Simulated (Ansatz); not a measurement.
# Stationary points along a deformation path in KF

The calculation used DFT LDA, scalar-relativistic, plane waves, PAW (Ansatz). The runs took a 420 eV cutoff, a Γ-centred 8×8×8 mesh and Gaussian smearing (0.05 eV). No spin polarisation. Energies are free energies at this smearing, counted from the undisturbed cell; pressure is positive in compression.

Zero of the scan (as given, not relaxed at this level; it stands at -5.8 GPa; this CsCl-type form isn't the usual structure):

```
K F
1.0
     3.25895    0.00000    0.00000
     0.00000    3.25895    0.00000
     0.00000    0.00000    3.25895
K F
1 1
Direct
  0.00000 0.00000 0.00000
  0.50000 0.50000 0.50000
```

At fixed volume and fractional coordinates, lengths along (0.000, 0.000, 1.000) are scaled against those across it; ρ is that ratio over its starting value. V = 17.306 Å³/atom. Δσ is the stress along the axis less the mean stress across it (compression positive).

| ρ | ΔE (meV/atom) | Δσ (GPa) | space group |
| --- | --- | --- | --- |
| 0.650 | 668.6 | 52.91 | P4/mmm |
| 0.707 | 400.3 | 36.61 | P4/mmm |
| 0.780 | 192.4 | 22.92 | P4/mmm |
| 0.850 | 79.5 | 13.90 | P4/mmm |
| 0.920 | 20.6 | 6.89 | P4/mmm |
| 0.960 | 5.0 | 3.35 | P4/mmm |
| 1.000 | 0.0 | 0.00 | Pm-3m |
| 1.050 | 7.1 | -4.05 | P4/mmm |
| 1.100 | 27.4 | -8.05 | P4/mmm |
| 1.200 | 102.6 | -16.09 | P4/mmm |
| 1.300 | 218.7 | -24.38 | P4/mmm |
| 1.414 | 395.4 | -34.17 | P4/mmm |
| 1.500 | 556.6 | -41.74 | P4/mmm |

How does the stress give the slope of the energy, and where is the energy stationary?

Along the path d ln(length) is 2/3 d ln ρ on the axis and −1/3 d ln ρ across it, so dE/d ln ρ = −(2/3) V Δσ: the energy falls with ρ where Δσ is positive. Δσ vanishes or changes sign at ρ = 1.000 (Pm-3m), a minimum at 0.0 meV/atom. Pairs of stationary points between two samples would go unseen, and could change a minimum read from distant neighbours into a maximum. At ρ = 1.000 the cell is cubic, where symmetry alone makes the stress isotropic and the slope zero.

Which shear constant sets the curvature at ρ = 1?

For a cubic crystal E/V = (2/3) C (ln ρ)² with C = C′ = (C11 − C12)/2, so Δσ = −2C ln ρ. The parabola of Δσ against ln ρ through ρ = 0.960, 1 and 1.050 gives C ≈ 41 GPa with the ions clamped, rough because the steps are large. It is the stress–strain coefficient at this cell's pressure of -5.8 GPa, not the zero-pressure constant.

Integrate that slope from ρ = 1 to 0.850 by the trapezoid rule.

With V/N in Å³ and 1 eV/Å³ = 160.2 GPa the slopes at ρ = 1.000, 0.960, 0.920, 0.850 are 0, -241, -496, -1001 meV/atom per unit of ln ρ. The steps add 4.9 + 15.7 + 59.2 = 79.8 meV/atom, against 79.5 from the energies; the trapezoid rule misses the curvature of the slope within each step.